# Reading the two halves of a ZnSe spectrum

## Question

Just above its gap a direct-gap semiconductor absorbs light only moderately: the imaginary part of its dielectric function is of order 1. A few electronvolts higher it is of order 10. The table follows both parts of the dielectric function of ZnSe through this range, as a semilocal density functional gives them when electrons and holes do not interact.

Dielectric function of zincblende ZnSe (a = 5.633 Å) for independent particles, without local fields or excitons, calculated with Ansatz 0.2.0 (PBEsol, plane-wave PAW, scalar-relativistic, cutoff 420 eV). The spectrum uses a 14×14×14 k mesh and Gaussian broadening of 0.1 eV; bands not solved for enter only the real part, at their static value.

| photon energy (eV) | dielectric imaginary xx | dielectric real xx |
| --- | --- | --- |
| 0.1 | 0 | 7.90 |
| 0.3 | 0 | 7.93 |
| 0.5 | 0 | 8.00 |
| 0.7 | 0 | 8.13 |
| 0.9 | 0 | 8.31 |
| 1.1 | 0.01 | 8.65 |
| 1.3 | 0.46 | 9.17 |
| 1.5 | 0.95 | 9.11 |
| 1.7 | 1.18 | 9.07 |
| 1.9 | 1.34 | 9.12 |
| 2.1 | 1.49 | 9.25 |
| 2.3 | 1.65 | 9.45 |
| 2.5 | 1.85 | 9.75 |
| 2.7 | 2.11 | 10.2 |
| 2.9 | 2.51 | 10.8 |
| 3.1 | 3.24 | 11.7 |
| 3.3 | 5.60 | 13.1 |
| 3.5 | 8.57 | 10.2 |
| 3.7 | 7.82 | 8.25 |
| 3.9 | 7.15 | 7.57 |
| 4.1 | 6.65 | 7.39 |
| 4.3 | 6.30 | 7.56 |
| 4.5 | 6.13 | 8.08 |
| 4.7 | 6.18 | 9.06 |
| 4.9 | 6.65 | 11.1 |
| 5.1 | 11.5 | 15.7 |
| 5.3 | 24.6 | 9.21 |
| 5.5 | 16.2 | -3.18 |
| 5.7 | 12.6 | -2.14 |
| 5.9 | 9.87 | -2.86 |
| 6.1 | 7.91 | -2.13 |
| 6.3 | 6.80 | -1.18 |
| 6.5 | 6.29 | 0.02 |
| 6.7 | 7.09 | 1.84 |
| 6.9 | 10.4 | -0.40 |
| 7.1 | 8.34 | -1.75 |
| 7.3 | 8.15 | -2.77 |
| 7.5 | 6.81 | -3.33 |
| 7.7 | 5.91 | -3.36 |
| 7.9 | 5.18 | -3.33 |

The column "dielectric imaginary xx", written ε₂ below, measures absorption at photon energy E. The column "dielectric real xx", written ε₁, measures how strongly the crystal polarises in step with the field. The crystal is cubic, so xx stands for every direction. The calculated gap, E_g, is 1.24 eV and lies at the centre of the Brillouin zone.

(a) Absorption rises steeply in the first two rows above the gap and then climbs slowly up to about 2.5 eV. Explain this sloping shelf, and estimate its height at 1.5 eV. For the coupling between the band edges take an energy of roughly 24 eV, a rough recalled value that was not extracted from this calculation.

(b) The real part has its main crests at 3.3, 5.1 and 6.7 eV, each one row before a peak of absorption. Explain why, and say why it stays positive after the first peak but turns negative after the second.

(c) Which part of the spectrum sets the value of the real part at low photon energy, and which part sets its rise towards the gap?

## Model answer

### (a) The shelf

At the zone centre the lowest conduction band is s-like and the top of the valence band consists of three p-like bands. Away from the centre, at wave number k, the s state mixes with the one p state that points along k. The strength of the mixing is Pk, where P is a constant of the material. The other two p states do not mix with it, and the model takes them as flat; they are the heavy holes, and most of the absorption at the edge starts from them.

Mixing pushes the conduction band up. Measured from the flat bands, its energy E obeys E(E − E_g) = P²k². Close to the gap this is the familiar parabola, but further up it becomes a straight line in k. A straighter band leaves more k points in each interval of energy than the parabola would.

The absorption is the number of transitions in an energy interval times the squared dipole length of each:

ε₂ = (8/3) e² · k² (dk/dE) · (P²/E²) · E/(2E − E_g)

Here e² is 14.4 eV Å. The last factor is the share of s character left in the conduction band, since only that share can be reached from the heavy holes. The prefactor contains the two spins, the two flat bands and the average over directions.

The band formula gives k² dk/dE = k(2E − E_g)/(2P²). The factor 2E − E_g then cancels, and what remains is

ε₂ = (4/3)(e²/P) √(1 − E_g/E)

This is the shelf. The dipole strength falls as 1/E² and the s share falls too, but the number of available transitions grows fast enough to more than make up for both. The square root rises steeply at the gap and then levels off towards a height that depends on P and no longer on the gap.

The estimate for 1.5 eV takes three steps.

1. The coupling energy of 24 eV, multiplied by ħ²/2m = 3.8 eV Å² for a free electron, gives P². Hence P = √(24 eV × 3.8 eV Å²) ≈ 9.6 eV Å, and e²/P ≈ 1.5.
2. The square root is √(1 − 1.24/1.5) ≈ 0.42, and the heavy holes contribute (4/3) × 1.5 × 0.42 ≈ 0.84.
3. The third valence band, the light hole, adds (1/6)(e²/P)(E_g/E)² √(1 − (E_g/E)²) ≈ 0.10.

The sum is about 0.9, and the table has 0.95. No value of the table went into the estimate apart from the photon energy; the gap is that of the same calculation, the coupling a recalled one. The closeness may be partly luck: real heavy holes curve downwards, which is expected to lower and flatten the shelf, and the coupling of this calculation may differ from 24 eV. From 1.3 to 2.1 eV the formula stays within 10 % of the calculated absorption. The row at 1.3 eV lies within the broadening of the edge, which is expected to lower the calculated value there, so it says little about the model. From 1.5 eV on the formula falls behind, by about a tenth at 2.1 eV, and at 2.9 eV it gives 1.6 where the table has 2.51. Part of the shelf's slope is therefore missing from the model. The likely reason is that the conduction band of the full calculation flattens away from the zone centre, which puts more k points into each interval of energy.

The onset should not be read as the absorption edge of real ZnSe. The measured gap is roughly 2.7 eV, and semilocal functionals are known to make gaps too small. The real crystal is therefore transparent from 1.3 to 2.5 eV, where the calculation has its shelf. The trace of absorption at 1.1 eV, below even the calculated gap, is a tail of the artificial broadening.

### (b) Crests before peaks

The peaks at 3.5 and 5.3 eV have a standard explanation. Where a valence and a conduction band run nearly parallel over a large part of the zone, many k points share almost the same transition energy, and their absorption piles up there. In zincblende semiconductors these two structures are called E₁ and E₂.

The real part follows from the absorption because each transition behaves like a driven oscillator. Driven below its own frequency, an oscillator moves with the force; driven above it, it moves against the force. Absorption at energies higher than E therefore raises ε₁(E), and absorption at lower energies reduces it. The Kramers–Kronig relation puts this into numbers:

ε₁(E) = 1 + (2/π) ∫ E′ ε₂(E′)/(E′² − E²) dE′

The denominator gives most weight to absorption close to E. Just before a peak, a great deal of absorption lies a short way ahead and ε₁ is high. At the top of the peak the two flanks work against each other. Just after it, the same absorption lies a short way behind and pulls ε₁ down.

The strongest peak shows the change of sides clearly. Summed over the rows of the table, absorption at higher energies contributes +16 at 5.1 eV, and absorption at lower energies −6. At 5.5 eV the two shares are +10 and −12. Between these rows the real part drops from 15.7 to −3.18.

After the first peak the balance is different. At 4.1 eV the absorption already passed contributes −5, but the absorption still to come within the table contributes +11, about a third of it from the large peak around 5.3 eV. The real part therefore dips only to 7.39. It turns negative only when the strongest absorption has been left behind.

How deep it falls depends on the relative size of the two peaks, and here the calculation is biased. Leaving out the attraction between electron and hole typically makes the first peak too weak and the second too strong. The order of events is safer than the depth of the minimum.

The smaller irregularities follow the same rule. The slight crest at 1.3 eV belongs to the onset of absorption; it is faint because the onset is a low step and not a peak. The real part climbs again to 1.84 at 6.7 eV because the main peak falls further behind and another peak waits at 6.9 eV, and it falls below zero once more when that peak is reached. Between the two negative stretches it is 0.02 at 6.5 eV, too close to zero for its sign to mean anything. There is also a small bump at 5.7 eV, where the real part is -2.14 between -3.18 and -2.86. It may come from a weak shoulder on the falling side of the main peak. The odd value may equally be the one at 5.5 eV, a narrow trough just behind a peak whose top falls between the rows; the real part is still 9.21 at 5.3 eV, as expected if the top has not yet been reached. Rows 0.2 eV apart are too coarse to decide.

### (c) The constant and its rise

At photon energies far below the gap, all absorption lies ahead and everything contributes with a positive sign. Each interval then counts in proportion to ε₂/E′. This weighting favours low energies only mildly, so the strong peaks win.

At 0.1 eV the real part is 7.90, of which 6.9 is due to the electrons. The shelf below 3 eV supplies only 0.8 of this. The range from 3 to 8 eV supplies about 5, and the remaining 1 or so is left for absorption beyond the end of the table.

The rise towards the gap is weighted differently. To lowest order each interval counts as ε₂/E′³, which favours the nearest absorption strongly. Between 0.1 and 0.9 eV the real part grows by 0.41, and the shelf accounts for about half of that. The weak absorption at the edge thus matters little for the constant and a great deal for its dispersion.

## Remarks on the reasoning

**A parabola is not enough in (a).** A simpler model of the edge has parabolic bands and a constant momentum matrix element. With the same P and the same gap, that formula gives 0.7 at 2.1 eV and falls to 0.5 at 2.9 eV, while the calculated absorption goes on rising. The shape is better evidence for the mixed bands than the height is, since changing the rough 24 eV by a fifth moves the whole shelf by about a tenth.

**The three valence bands start together only because spin–orbit coupling is left out.** In the real crystal it sets one of them about 0.4 eV below the other two, so part of the shelf would begin later. The same coupling is known to split the E₁ peak in two. The attraction between electron and hole would add a sharp line at the edge. A comparison with a measured onset has to allow for both, besides the error of the gap.

**The agreement in (b) is no independent test.** Any response in which the effect follows its cause obeys the Kramers–Kronig relation, so the two columns had to fit together. The sum is useful because it shows where each value of ε₁ comes from. The shares quoted in (b) leave out the absorption above 8 eV, which adds at least the 1 or so found in (c) to every row. They also leave out the row itself, where the slope of ε₂ raises ε₁ on the way up a peak and lowers it on the way down. With this last term included, the sum gives a drop of 17.6 between 5.1 and 5.5 eV, where the table has 18.9. Rows 0.2 eV apart are coarse near so sharp a peak.

**A negative real part does not make ZnSe a metal.** In every row where ε₁ is negative, ε₂ is at least 5. The crystal is absorbing strongly there, and its bound electrons move against the field because they are driven above their main resonances.

**The small gap also inflates the constant in (c).** Suppose the absorption in the table were moved up by 1.5 eV with its dipole strengths unchanged, and the rest left where it is. The contribution from the tabulated range would then fall from 5.9 to 4.4. That would bring the constant from 7.9 to about 6.4, closer to the measured value of roughly 6. A rigid shift is a crude correction, and the table does not show what makes up the rest.

**The peak at 6.9 eV is not assigned by this table.** It is far larger than the estimated numerical error, and the real part responds to it as it should. The assignment of the peaks at 3.5 and 5.3 eV rests on what is known of zincblende crystals, not on this table. By the same knowledge the expected candidate for the third peak is the structure called E₁′, made of transitions into the second conduction band. Confirming this, and placing the shoulder behind it at 7.3 eV, needs a spectrum resolved by band and k point.
